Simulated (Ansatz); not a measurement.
# ZnS: band gap under strain

How does strain move the band edges of ZnS (zincblende), and do the functionals agree on it? States: -3.0 % equal strain in all directions; -4.0 % biaxial strain in the (111) plane, free along [111]; -3.0 % biaxial strain in x and y, free along z.

Program: Ansatz 0.2.0. PAW datasets, plane waves. Computed at 0 K without zero-point motion; spin polarisation is off.

## (1) The cell

The unstrained cell was relaxed with r2SCAN; in each strained cell the atoms were relaxed again with r2SCAN. Names of k-points are those of the unstrained zone, where strain can split equivalent points. First state: -3.0 % equal strain in all directions.

It is cubic, F-43m (No. 216); a = 5.227 Å in the conventional setting, 17.85 Å³ an atom. Near Zn stand 4 S at 2.26 Å; near S stand 4 Zn at 2.26 Å.

Structure file:

```
CELL_PARAMETERS angstrom
0.00000 2.61326 2.61326
2.61326 0.00000 2.61326
2.61326 2.61326 0.00000
ATOMIC_POSITIONS crystal
Zn 0.00000 0.00000 0.00000
S 0.25000 0.25000 0.25000
```

From earlier runs on the unstrained cell: PBE 2.15 eV, r2SCAN 2.71 eV, HSE06 3.38 eV; a = 5.388 Å.

## (2) -3.0 % equal strain in all directions: PBE

File input.yaml:

```yaml
crystal:
  lattice:
    - [0.0, 2.6132632584, 2.6132632584]
    - [2.6132632584, 0.0, 2.6132632584]
    - [2.6132632584, 2.6132632584, 0.0]
  atoms:
    - { symbol: Zn, position: [0.0, 0.0, 0.0] }
    - { symbol: S, position: [0.25, 0.25, 0.25] }
kpoints:
  mp_grid: { grid: [8, 8, 8] }
  band_path:
    path:
      - [0.0, 0.0, 0.0]
      - [-0.5, -0.5, 0.0]
      - [-0.375, -0.375, 0.25]
      - [-0.375, 0.0, 0.375]
      - [0.0, 0.0, 0.5]
      - [-0.5, -0.25, 0.25]
    npoints: 1
hamiltonian:
  xc: pbe
scf:
  occupations: { method: fermi_dirac, width: 0.02 }
  n_extra_bands: 4
output:
  forces: true
  stress: true
  eigenvalues: true
  write_density: true
  write_potential: true
  elf: true
  volumetric_format: npy
```

On the command line:

```sh
ansatz run input.yaml --threads 4 --pin off --max-ram 4608MiB --backend cpu --events-out ev --progress --plain --runs-dir out
```

After this run come: -3.0 % equal strain in all directions: r2SCAN; -3.0 % equal strain in all directions: HSE06; -4.0 % biaxial strain in the (111) plane, free along [111]: PBE; -4.0 % biaxial strain in the (111) plane, free along [111]: r2SCAN; -4.0 % biaxial strain in the (111) plane, free along [111]: HSE06; -3.0 % biaxial strain in x and y, free along z: PBE; -3.0 % biaxial strain in x and y, free along z: r2SCAN; -3.0 % biaxial strain in x and y, free along z: HSE06.

What does the calculation give?

The runs gave:

Least gap in eV (negative: overlap), with the change from the unstrained cell in brackets:

| state | volume change (%) | PBE | r2SCAN | HSE06 |
| --- | --- | --- | --- | --- |
| -3.0 % equal strain in all directions | -8.7 | 2.55 (+0.40) | 3.14 (+0.43) | 3.82 (+0.44) |
| -4.0 % biaxial strain in the (111) plane, free along [111] | -5.4 | 2.12 (-0.03) | 2.67 (-0.04) | 3.35 (-0.03) |
| -3.0 % biaxial strain in x and y, free along z | -2.6 | 2.16 (+0.01) | 2.72 (+0.01) | 3.40 (+0.02) |

In words: The largest move of the HSE06 gap in the table is +0.439 eV, under -3.0 % equal strain in all directions. PBE and HSE06 differ by 1.23 eV on the unstrained gap, and by at most 0.03 eV on its change: the two disagree on the size of the gap but agree on its response to strain.
